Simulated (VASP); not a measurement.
# AlN: relaxation of cell and atoms with PBE

Crystal: AlN.

```
Al N
1.0
     0.00000    2.02250    2.02250
     2.02250    0.00000    2.02250
     2.02250    2.02250    0.00000
Al N
1 1
Direct
  0.00000 0.00000 0.00000
  0.50000 0.50000 0.50000
```

The cell was built by a generator and needn't be a form met in nature.

- Program: VASP 6.6.1
- Task: relaxation of cell and atoms
- Functional: PBE
- Potentials or basis: VASP PAW PBE potentials, release 64 (Al, N)
- Cutoff: 600 eV
- k mesh: 8 × 8 × 8
- Occupations: gaussian, width 0.01 eV
- Spin: no spin polarisation
- Target pressure: 12 GPa
- Dipole correction: no
- Further INCAR settings: ALGO = Normal; EDIFF = 1e-06; IBRION = 2; EDIFFG = -0.001; NSW = 80; ISIF = 3
- Target pressure: 12 GPa

| Quantity | Value |
| --- | --- |
| Relaxed volume | 8.06 Å³/atom |
| Relaxed cell | a = 2.835 Å, b = 2.835 Å, c = 2.835 Å, α = 60.00°, β = 60.00°, γ = 60.00° |
| Space group after relaxing (to 0.05 Å) | Fm-3m (No. 225) |
| Energy change on relaxing (the enthalpy is what falls) | +11.0 meV/atom |
| Ionic steps | 6 |
| Pressure after relaxing | 12.0 GPa |
| Band gap on the k mesh | 4.85 eV, indirect (least direct gap 6.05 eV) |

Step by step:
```
step  energy change (eV)  largest force (eV/Å)  pressure (GPa)  volume (Å³)
   1              0.0000                0.0000            4.50        16.55
   2              0.0718                0.0000           21.61        15.64
   3              0.0218                0.0000           11.95        16.12
   4              0.0225                0.0000           12.12        16.11
   5              0.0215                0.0000           11.89        16.12
   6              0.0220                0.0000           12.00        16.12
```

Final structure:
```xyz
2
Lattice="0.0000 2.0048 2.0048 2.0048 0.0000 2.0048 2.0048 2.0048 0.0000" Properties=species:S:1:pos:R:3 pbc="T T T"
Al    2.0048    2.0048    0.0000
N     2.0048    2.0048    2.0048
```

Levels at points of the mesh, in eV from the valence-band top:
| k point | band 1 | band 2 | band 3 | band 4 | band 5 | band 6 | band 7 | band 8 |
| --- | --- | --- | --- | --- | --- | --- | --- | --- |
| (0.00, 0.00, 0.00) | -17.78 | 0.00 | 0.00 | 0.00 | 6.05 | 12.25 | 12.25 | 12.25 |
| (0.50, 0.00, 0.00) | -14.42 | -8.47 | -1.12 | -1.12 | 6.30 | 11.20 | 11.20 | 13.68 |
| (0.50, 0.50, 0.00) | -13.40 | -7.55 | -2.86 | -2.86 | 4.85 | 5.26 | 14.36 | 17.65 |

Wall time 8.6 s on 1 thread of AMD EPYC 9R45 96-Core Processor (Zen 5), on a shared host, peak memory 0.11 GiB.

Caveat: the cell is relaxed towards a set pressure, so the enthalpy falls and the energy may rise. A k mesh can miss the band edges.
